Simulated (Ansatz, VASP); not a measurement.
One calculation of HfB2, two programs

```xyz
6
Lattice="2.9289 0.0000 0.0000 0.0000 2.9289 0.0000 0.0000 0.0000 8.1742" Properties=species:S:1:pos:R:3 pbc="T T T"
Hf    0.0000    0.0000    0.0000
Hf    1.4644    1.4644    4.0871
B     0.0000    1.4644    1.9762
B     0.0000    1.4644    6.0633
B     1.4644    0.0000    2.1109
B     1.4644    0.0000    6.1980
```

Alike in both runs: task relaxation of cell and atoms; functional PBE; k mesh 12 × 12 × 6; occupations gaussian, width 0.1 eV; no spin polarisation.

|  | VASP | Ansatz |
| --- | --- | --- |
| version | VASP 6.6.1 | Ansatz 0.2.0 |
| potentials or method | VASP PAW PBE potentials, release 64 (Hf_pv, B) | scalar-relativistic, plane waves, PAW |
| plane-wave cutoff (eV) | 600 | 420 |
| valence electrons in the cell | 32 | 64 |

```csv
,VASP,Ansatz,Ansatz less VASP
"gap on the k mesh at the Fermi level, each at its own relaxed structure (eV)",none,none,-
relaxed volume (Å³/atom),11.70,11.70,0.000
relaxed cell length with the largest relative difference (Å),8.134,8.127,-0.0069
energy change over the relaxation (meV/atom),-1,-2,-0.1
```

A gap of «none» marks a metal or a gap that the smearing closes. The two sets of potentials don't hold the same shells in valence.

Caveats: the bands computed are all filled at some k points, so no gap is given. The runs have no spin-orbit coupling, so splittings on Hf are missing.
